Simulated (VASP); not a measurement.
# Ge (Fd-3m) in VASP: settings compared

The runs below take Ge through relaxation of cell and atoms, single point, with PBEsol, PBE.

All numbers are computed with VASP 6.6.1; they aren't measurements. Logs are shortened: lines on timing, memory, paths and dates and some standing lists are left out, and cuts for length are marked.

**The experiment to reproduce.**

“Temperature-dependent photoluminescence in Ge: experiment and theory”, 2020, arxiv:2003.00143 reports, for a bulk crystal of Ge at 0 K: band gap 0.744 eV (indirect).

How close the calculation comes is told below.

## (1) The crystal as given

The structure is cubic, space group Fd-3m (No. 227). Conventional cell: a = 5.675 Å, b = 5.675 Å, c = 5.675 Å, α = 90.00°, β = 90.00°, γ = 90.00°. Ge (site symmetry -43m) is surrounded by 4 Ge at 2.46 Å.

## (2) Relaxation of cell and atoms, PBEsol

INCAR reads:

```
ALGO     = Normal         # electronic algorithm
EDIFF    = 1E-7           # SCF threshold, eV
EDIFFG   = -0.005         # ionic threshold
ENCUT    = 600            # plane-wave cutoff, eV
GGA      = PS             # functional
IBRION   = 2              # ionic algorithm
ISIF     = 3              # what is computed and relaxed
ISMEAR   = 0              # smearing method
LASPH    = T              # aspherical terms in the spheres
LCHARG   = F              # write CHGCAR
LREAL    = F              # projectors in reciprocal space
LWAVE    = F              # write WAVECAR
NELM     = 80             # most SCF steps
NSW      = 90             # ionic steps
PREC     = Accurate       # precision mode
SIGMA    = 0.03           # smearing width, eV
```

KPOINTS reads:

```
k-points
0
Gamma
  10 10 10
```

POSCAR reads:

```
Ge                                      
1.0
    0.0000000000      2.8376024253      2.8376024253
    2.8376024253      0.0000000000      2.8376024253
    2.8376024253      2.8376024253      0.0000000000
  Ge            
     2
Direct
     0.0000000000000000    0.0000000000000000    0.0000000000000000
     0.2500000000000000    0.2500000000000000    0.2500000000000000
```

Potentials or basis: VASP PAW PBE potentials, release 64 (Ge_d).

Launch:

```
$ cat potpaw_PBE.64/Ge_d/POTCAR > POTCAR
$ mpirun -np 1 vasp_std > vasp.out
```

OUTCAR:

```text
EDIFF = 1E-7
   EDIFFG = -0.005
   ENCUT = 600
   GGA = PS
   IBRION = 2
   ISIF = 3
   ISMEAR = 0
   LASPH = T
   LREAL = F
   NELM = 80
   NSW = 90
   PREC = Accurate

 ion  position               nearest neighbor table
   1  0.000  0.000  0.000-   2 2.46   2 2.46   2 2.46   2 2.46
   2  0.250  0.250  0.250-   1 2.46   1 2.46   1 2.46   1 2.46

  LATTYP: Found a face centered cubic cell.
 ALAT       =     5.6752048506

  Lattice vectors:

 A1 = (   0.0000000000,   2.8376024253,   2.8376024253)
 A2 = (   2.8376024253,   0.0000000000,   2.8376024253)
 A3 = (   2.8376024253,   2.8376024253,   0.0000000000)

Analysis of symmetry for initial positions (statically):
=====================================================================
 Subroutine PRICEL returns:
 Original cell was already a primitive cell.

 Routine SETGRP: Setting up the symmetry group for a
 face centered cubic supercell.

 Subroutine GETGRP returns: Found 48 space group operations
 (whereof 24 operations were pure point group operations)
 out of a pool of 48 trial point group operations.

The static configuration has the point symmetry T_d .
 The point group associated with its full space group is O_h .

Analysis of symmetry for dynamics (positions and initial velocities):
=====================================================================
 Subroutine PRICEL returns:
 Original cell was already a primitive cell.

 Routine SETGRP: Setting up the symmetry group for a
 face centered cubic supercell.

 Subroutine GETGRP returns: Found 48 space group operations
 (whereof 24 operations were pure point group operations)
 out of a pool of 48 trial point group operations.

The dynamic configuration has the point symmetry T_d .
 The point group associated with its full space group is O_h .

 Subroutine INISYM returns: Found 48 space group operations
 (whereof 24 operations are pure point group operations),
 and found     1 'primitive' translations

----------------------------------------------------------------------------------------

                                     Primitive cell

  volume of cell :      45.6967

  direct lattice vectors                    reciprocal lattice vectors
     0.000000000  2.837602425  2.837602425    -0.176205093  0.176205093  0.176205093
     2.837602425  0.000000000  2.837602425     0.176205093 -0.176205093  0.176205093
     2.837602425  2.837602425  0.000000000     0.176205093  0.176205093 -0.176205093

  length of vectors
     4.012975834  4.012975834  4.012975834     0.305196174  0.305196174  0.305196174

  position of ions in fractional coordinates (direct lattice)
     0.000000000  0.000000000  0.000000000
     0.250000000  0.250000000  0.250000000

  ion indices of the primitive-cell ions
   primitive index   ion index
                 1           1
                 2           2

----------------------------------------------------------------------------------------

 KPOINTS: k-points

Automatic generation of k-mesh.
 Grid dimensions read from file:
 generate k-points for:   10   10   10

 Generating k-lattice:

  Cartesian coordinates                     Fractional coordinates (reciprocal lattice)
    -0.017620509  0.017620509  0.017620509     0.100000000  0.000000000  0.000000000
     0.017620509 -0.017620509  0.017620509     0.000000000  0.100000000  0.000000000
     0.017620509  0.017620509 -0.017620509     0.000000000  0.000000000  0.100000000

  Length of vectors
     0.030519617  0.030519617  0.030519617

  Shift w.r.t. Gamma in fractional coordinates (k-lattice)
     0.000000000  0.000000000  0.000000000

 Subroutine IBZKPT returns following result:
 ===========================================

 Found     47 irreducible k-points:

 Following reciprocal coordinates:
            Coordinates               Weight
  0.000000  0.000000  0.000000      1.000000
  0.100000  0.000000  0.000000      8.000000
  0.200000  0.000000  0.000000      8.000000
  0.300000  0.000000  0.000000      8.000000
  0.400000  0.000000  0.000000      8.000000
  0.500000  0.000000  0.000000      4.000000
[... 16 lines left out ...]
  0.300000  0.300000  0.000000      6.000000
  0.400000  0.300000  0.000000     24.000000
 [... further k-points ...]
   k-points           NKPTS =     47   k-points in BZ     NKDIM =     47   number of bands    NBANDS=     18
   number of dos      NEDOS =    301   number of ions     NIONS =      2
   total plane-waves  NPLWV =  32768
   dimension x,y,z NGX =    32 NGY =   32 NGZ =   32
   dimension x,y,z NGXF=    64 NGYF=   64 NGZF=   64
   ions per type =               2
   NGX,Y,Z   is equivalent  to a cutoff of  13.26, 13.26, 13.26 a.u.
   NGXF,Y,Z  is equivalent  to a cutoff of  26.51, 26.51, 26.51 a.u.
 SYSTEM =  unknown system
   PREC   = accura    normal or accurate (medium, high low for compatibility)
   ISTART =      0    job   : 0-new  1-cont  2-samecut
   ICHARG =      2    charge: 1-file 2-atom 10-const
   ISPIN  =      1    spin polarized calculation?
   LNONCOLLINEAR =      F non collinear calculations
   LSORBIT =      F    spin-orbit coupling
   LASPH  =      T    aspherical Exc in radial PAW
   ENCUT  =  600.0 eV  44.10 Ry    6.64 a.u.   8.01  8.01  8.01*2*pi/ulx,y,z
   NELM   =     80;   NELMIN=  2; NELMDL= -5     # of ELM steps
   EDIFF  = 0.1E-06   stopping-criterion for ELM
   LREAL  =      F    real-space projection
   EDIFFG = -.5E-02   stopping-criterion for IOM
   NSW    =     90    number of steps for IOM
   IBRION =      2    ionic relax: 0-MD 1-quasi-New 2-CG
   NFREE  =      1    steps in history (QN), initial steepest desc. (CG)
   ISIF   =      3    stress and relaxation
   ISYM   =      2    0-nonsym 1-usesym 2-fastsym
   POTIM  = 0.5000    time-step for ionic-motion
   TEBEG  =    0.0;   TEEND  =   0.0 temperature during run
   PSTRESS=    0.0 pullay stress
   NELECT =      28.0000    total number of electrons
   NUPDOWN=      -1.0000    fix difference up-down
   EMIN   =  10.00;   EMAX   =-10.00  energy-range for DOS
   EFERMI =   0.00;   METHOD = LEGACY
   ISMEAR =     0;   SIGMA  =   0.03  broadening in eV -4-tet -1-fermi 0-gaus
   EFERMI_NEDOS =   21; number of points for ismear=-14 and -15
   IALGO  =     38    algorithm
   IMIX   =      4    mixing-type and parameters
     AMIX     =   0.40;   BMIX     =  1.00
     AMIX_MAG =   1.60;   BMIX_MAG =  1.00
  volume/ion in A,a.u.               =      22.85       154.19
  Fermi-wavevector in a.u.,A,eV,Ry     =   1.390484  2.627634 26.306123  1.933445
  Thomas-Fermi vector in A             =   2.514415
   LORBIT       =      0    0 simple, 1 ext, 2 COOP (PROOUT), +10 PAW based schemes
   GGA     = PS    functional components
   LHFCALC =     F    Hartree Fock is set to
   AEXX    =    0.0000 exact exchange contribution
   IVDW    =     0    specifies the selected vdW correction
   LEPSILON=     F    determine dielectric tensor
   LRPA    =     F    only Hartree local field effects (RPA)
 conjugate gradient relaxation of ions
 non-spin polarized calculation
 Gauss-broadening in eV      SIGMA  =   0.03
  energy-cutoff  :      600.00
  volume of cell :       45.70
 maximum number of plane-waves:      1542
   NGX = 17   NGY = 17   NGZ = 17

--------------------------------------- Ionic step        1  -------------------------------------------

 number of electron      28.0000020 magnetization

 Free energy of the ion-electron system (eV)
  ---------------------------------------------------
  ext. energy  EPLUGINS =         0.00000000
  ---------------------------------------------------
  free energy    TOTEN  =        -9.87146455 eV

  energy without entropy =       -9.87141825  energy(sigma->0) =       -9.87144140

------------------------ aborting loop because EDIFF is reached ----------------------------------------

  FORCE on cell =-STRESS in cart. coord.  units (eV):
  Direction    XX          YY          ZZ          XY          YZ          ZX
  --------------------------------------------------------------------------------------
  -------------------------------------------------------------------------------------
  Total       -0.0154882     -0.0154882     -0.0154882      0.0000000      0.0000000     -0.0000000
  in kB       -0.5430330     -0.5430330     -0.5430330      0.0000000      0.0000000     -0.0000000
  external PRESSURE =      -0.5430330 kB  Pullay stress =       0.0000000 kB
[... 129 lines left out ...]
  energy  without entropy=       -9.8714193351  energy(sigma->0) =       -9.87144248

--------------------------------------- Ionic step        5  -------------------------------------------

 number of electron      28.0000019 magnetization

 Free energy of the ion-electron system (eV)
  ---------------------------------------------------
  ext. energy  EPLUGINS =         0.00000000
  ---------------------------------------------------
  free energy    TOTEN  =        -9.87146664 eV

  energy without entropy =       -9.87142035  energy(sigma->0) =       -9.87144350

 E-fermi :   4.7882     XC(G=0): -10.0876

 val. band max:        4.7790782884   @ k =   0.0000   0.0000   0.0000
 cond. band min:       4.8755870480   @ k =   0.5000   0.0000   0.0000
 fundamental gap:      0.0965087597
 Fermi energy:         4.7882122458

 k-point     1 :       0.0000    0.0000    0.0000
  band No.  band energies     occupation
      1     -19.9718      2.00000
      2     -19.9717      2.00000
      3     -19.9717      2.00000
      4     -19.9358      2.00000
      5     -19.9358      2.00000
      6     -19.7283      2.00000
[... 10 lines left out ...]
     17       7.3073      0.00000
     18       7.3073      0.00000
[... 466 lines left out ...]
      2     -19.9993      2.00000
      3     -19.9559      2.00000
      4     -19.8737      2.00000
      5     -19.8538      2.00000
      6     -19.8307      2.00000
[... 10 lines left out ...]
     17      11.3838      0.00000
     18      11.9467      0.00000

 [... further k-points ...]
[... 5 lines left out ...]
  --------------------------------------------------------------------------------------
  -------------------------------------------------------------------------------------
  Total       -0.0008464     -0.0008464     -0.0008464      0.0000000      0.0000000      0.0000000
  in kB       -0.0296962     -0.0296962     -0.0296962      0.0000000      0.0000000      0.0000000
  external PRESSURE =      -0.0296962 kB  Pullay stress =       0.0000000 kB
[... 17 lines left out ...]
  FREE ENERGIE OF THE ION-ELECTRON SYSTEM (eV)
  ---------------------------------------------------
  free  energy   TOTEN  =        -9.8714666435 eV

  energy  without entropy=       -9.8714203484  energy(sigma->0) =       -9.87144350

 reached required accuracy - stopping structural energy minimisation
```

It took 80 s on 1 thread of Intel Xeon Platinum 8259CL at 2.50GHz (Skylake/Cascade Lake), shared host; peak memory 0.2 GiB.

What came out:

* Free energy: -9.8715 eV
* Relaxed volume: 22.83 Å³/atom
* Relaxed cell: a = 4.012 Å, b = 4.012 Å, c = 4.012 Å, α = 60.00°, β = 60.00°, γ = 60.00°
* Space group after relaxing (to 0.05 Å): Fd-3m (No. 227)
* Energy gained by relaxing: 0.0 meV/atom
* Ionic steps: 5
* Pressure after relaxing: 0.0 GPa
* Band gap on the k mesh: none (metal or under the smearing width)

Final structure:
```xyz
2
Lattice="0.0000 2.8370 2.8370 2.8370 0.0000 2.8370 2.8370 2.8370 0.0000" Properties=species:S:1:pos:R:3 pbc="T T T"
Ge    0.0000    0.0000    0.0000
Ge    1.4185    1.4185    1.4185
```

Levels at points of the mesh, in eV from the Fermi level:
```tsv
k point	band 10	band 11	band 12	band 13	band 14	band 15	band 16	band 17	band 18
(0.00, 0.00, 0.00)	-24.50	-12.74	-0.09	-0.01	-0.01	-0.01	2.52	2.52	2.52
(0.50, 0.00, 0.00)	-24.48	-10.66	-7.60	-1.40	-1.40	0.09	3.70	3.70	6.95
(0.50, 0.50, 0.00)	-24.46	-8.88	-8.88	-3.07	-3.07	0.67	0.67	9.41	9.41
```

Caveat: the PAW data sets were made with another functional, which shifts forces and pressure a little; this crystal is a semiconductor, whose small gap the functional closes, so the metal is an error of the method.

## (3) Single point, PBE

This run uses another cell than the first one, of 22.64 Å³/atom, 0.991 times its volume.

INCAR reads:

```
PREC = Accurate
ENCUT = 520
EDIFF = 1E-6
ISMEAR = 0
SIGMA = 0.03
LREAL = F
LASPH = T
NELM = 80
ALGO = Normal
ISIF = 2
LWAVE = F
LCHARG = F
GGA = PE
NBANDS = 21
KPAR = 4
```

KPOINTS reads:

```
Automatic mesh
0
Gamma
  6 6 6
```

POSCAR reads:

```
Ge
1.0
    0.0000000000      2.8289100000      2.8289100000
    2.8289100000      0.0000000000      2.8289100000
    2.8289100000      2.8289100000      0.0000000000
Ge
2
Direct
    0.0000000000      0.0000000000      0.0000000000
    0.2500000000      0.2500000000      0.2500000000
```

Potentials or basis: VASP PAW PBE potentials, release 64 (Ge_d).

Launch:

```
$ cat potpaw_PBE.64/Ge_d/POTCAR > POTCAR
$ mpirun -np 4 vasp_std > vasp.out
```

Run time: 11 s. Hardware: 4 MPI ranks of AMD EPYC 7R43 (Zen 3), shared host; peak memory 0.13 GiB.

It converged, with:

| Item | Value |
| --- | --- |
| Free energy | -8.9648 eV |
| Pressure | 3.5 GPa |
| Band gap on the k mesh | 0.04 eV, direct |

Levels at points of the mesh, in eV from the valence-band top:
| k point | band 12 | band 13 | band 14 | band 15 | band 16 | band 17 |
| --- | --- | --- | --- | --- | --- | --- |
| (0.00, 0.00, 0.00) | 0.00 | 0.00 | 0.00 | 0.04 | 2.55 | 2.55 |
| (0.50, 0.00, 0.00) | -7.60 | -1.41 | -1.41 | 0.18 | 3.75 | 3.75 |
| (0.50, 0.50, 0.00) | -8.89 | -3.07 | -3.07 | 0.75 | 0.75 | 9.52 |

## (4) Relaxation of cell and atoms, PBE

This run uses another cell than the first one, of 22.64 Å³/atom, 0.991 times its volume.

INCAR reads:

```
SYSTEM = Ge
PREC     = Accurate       ! precision mode
ENCUT    = 600            ! plane-wave cutoff, eV
EDIFF    = 1E-6           ! SCF threshold, eV
ISMEAR   = 0              ! smearing method
SIGMA    = 0.03           ! smearing width, eV
LREAL    = .FALSE.        ! projectors in reciprocal space
LASPH    = .TRUE.         ! aspherical terms in the spheres
NELM     = 80             ! most SCF steps
ALGO     = Normal         ! electronic algorithm
ISIF     = 3              ! what is computed and relaxed
LWAVE    = .FALSE.        ! write WAVECAR
LCHARG   = .FALSE.        ! write CHGCAR
GGA      = PE             ! functional
IBRION   = 2              ! ionic algorithm
NSW      = 90             ! ionic steps
EDIFFG   = -0.01          ! ionic threshold
```

KPOINTS reads:

```
Automatic mesh
0
G
  10 10 10
  0 0 0
```

POSCAR is that of step 3.

Launch:

```
$ cat potpaw_PBE.64/Ge_d/POTCAR > POTCAR
$ mpirun -np 1 vasp_std > vasp.out
```

Wall time 79 s (1 thread of Intel Xeon Platinum 8259CL at 2.50GHz (Skylake/Cascade Lake), shared host); peak memory 0.2 GiB.

The run converged. Its results:

```yaml
Free_energy: -9.0336 eV
Relaxed_volume: 23.84 Å³/atom
Relaxed_cell: a = 4.070 Å, b = 4.070 Å, c = 4.070 Å, α = 60.00°, β = 60.00°, γ = 60.00°
Space_group_after_relaxing_to_0.05_Å: Fd-3m (No. 227)
Energy_gained_by_relaxing: 13.4 meV/atom
Ionic_steps: 5
Pressure_after_relaxing: 0.0 GPa
Band_gap_on_the_k_mesh: none (metal or under the smearing width)
```

Step by step:
```
step  energy change (eV)  largest force (eV/Å)  pressure (GPa)  volume (Å³)
   1              0.0000                0.0000            3.54        45.28
   2             -0.0242                0.0000           -1.11        48.64
   3             -0.0269                0.0000           -0.27        47.78
   4             -0.0268                0.0000            0.23        47.60
   5             -0.0269                0.0000            0.01        47.68
```

Final structure:
```cif
data_structure
_symmetry_space_group_name_H-M 'P 1'
_symmetry_Int_Tables_number 1
_cell_length_a 4.0703
_cell_length_b 4.0703
_cell_length_c 4.0703
_cell_angle_alpha 60.000
_cell_angle_beta 60.000
_cell_angle_gamma 60.000
_cell_volume 47.68
loop_
_atom_site_label
_atom_site_type_symbol
_atom_site_fract_x
_atom_site_fract_y
_atom_site_fract_z
_atom_site_occupancy
Ge1 Ge 0.00000 0.00000 0.00000 1
Ge2 Ge 0.25000 0.25000 0.25000 1
```

Levels at points of the mesh, in eV from the Fermi level:
| k point | band 11 | band 12 | band 13 | band 14 | band 15 | band 16 | band 17 | band 18 |
| --- | --- | --- | --- | --- | --- | --- | --- | --- |
| (0.00, 0.00, 0.00) | -12.39 | -0.43 | 0.00 | 0.00 | 0.00 | 2.53 | 2.53 | 2.53 |
| (0.50, 0.00, 0.00) | -10.43 | -7.37 | -1.33 | -1.33 | 0.03 | 3.72 | 3.72 | 7.10 |
| (0.50, 0.50, 0.00) | -8.70 | -8.70 | -2.90 | -2.90 | 0.81 | 0.81 | 9.09 | 9.09 |

Caveat: this crystal is a semiconductor, whose small gap the functional closes, so the metal is an error of the method. PBE usually gives volumes a little too large and moduli too small.

## (5) Summary

| task | level | cell | k mesh | cutoff (eV) | gap on the mesh (eV) | pressure (GPa) | relaxed volume (Å³/atom) |
| --- | --- | --- | --- | --- | --- | --- | --- |
| relaxation of cell and atoms | PBEsol | relaxed | 10 × 10 × 10 | 600 | none | 0.0 | 22.83 |
| single point | PBE | Fd-3m, 22.64 Å³/atom | 6 × 6 × 6 | 520 | 0.04 | 3.5 | - |
| relaxation of cell and atoms | PBE | relaxed | 10 × 10 × 10 | 600 | none | 0.0 | 23.84 |

Alike in all rows: potentials or basis VASP PAW PBE potentials, release 64 (Ge_d); no spin polarisation; smearing gaussian 0.03 eV.

Caveats: this crystal is a semiconductor, whose small gap the functional closes, so the metal is an error of the method (some runs); the PAW data sets were made with another functional, which shifts forces and pressure a little (some runs).

Total energies depend on the potentials used, so only differences within one code and one set of settings carry meaning.

## (6) Against experiment

Step 3. Measured gap of Ge: 0.744 eV (indirect; 0 K; “Temperature-dependent photoluminescence in Ge: experiment and theory”, 2020, arxiv:2003.00143). This calculation gives 0.04 eV (-0.71 eV). 3 values of this kind are on record (0.666 to 0.807 eV); this one was drawn at random among those near their median. Spin-orbit coupling on Ge is left out. The value is that of PBE on a finite k mesh, which can miss the band edges, without temperature or zero-point motion. Semilocal functionals fall short of measured gaps as a rule.
